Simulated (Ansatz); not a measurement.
Crystal: Ti.

```
Ti
1.0
     0.00000    2.03000    2.03000
     2.03000    0.00000    2.03000
     2.03000    2.03000    0.00000
Ti
1
Cartesian
  0.0000 0.0000 0.0000
```

This isn't the form of Ti at room conditions, which is hcp.

| Quantity | Value |
| --- | --- |
| Program | Ansatz 0.2.0 |
| Task | relaxation of cell and atoms |
| Functional | BLYP |
| Dispersion | D3(BJ) |
| Potentials or basis | Ansatz PAW |
| Cutoff | 420 eV (not typed: the program's choice for these potentials) |
| k mesh | 11 × 11 × 11 |
| Occupations | fermi-dirac, width 0.05 eV |
| Spin | no spin polarisation |

At the start: volume 16.73 Å³/atom.

Q: How do energy, volume and symmetry change on relaxing?

A: It ends after 5 steps and the volume is 15.52 Å³/atom (-7.2 %); space group Fm-3m (No. 225, to 0.05 Å).

The path:
| step | energy change (eV) | largest force (eV/Å) | volume (Å³) |
| --- | --- | --- | --- |
| 1 | 0.0000 | 0.0000 | 16.73 |
| 2 | -0.0153 | 0.0000 | 14.70 |
| 3 | -0.0333 | 0.0000 | 15.60 |
| 4 | -0.0335 | 0.0000 | 15.52 |
| 5 | -0.0333 | 0.0000 | 15.52 |

Final structure:
```cif
data_structure
_symmetry_space_group_name_H-M 'P 1'
_symmetry_Int_Tables_number 1
_cell_length_a 2.7999
_cell_length_b 2.7999
_cell_length_c 2.7999
_cell_angle_alpha 60.000
_cell_angle_beta 60.000
_cell_angle_gamma 60.000
_cell_volume 15.52
loop_
_atom_site_label
_atom_site_type_symbol
_atom_site_fract_x
_atom_site_fract_y
_atom_site_fract_z
_atom_site_occupancy
Ti1 Ti 0.00000 0.00000 0.00000 1
```

Caveat: the plane-wave basis is chosen anew once the cell has moved, so the energies of steps on either side of that aren't comparable; pairwise dispersion overbinds metals, which lowers pressure and volume; the PAW data sets come from PBE, with cores solved anew for the run's functional, which leaves a small shift of forces and pressure.
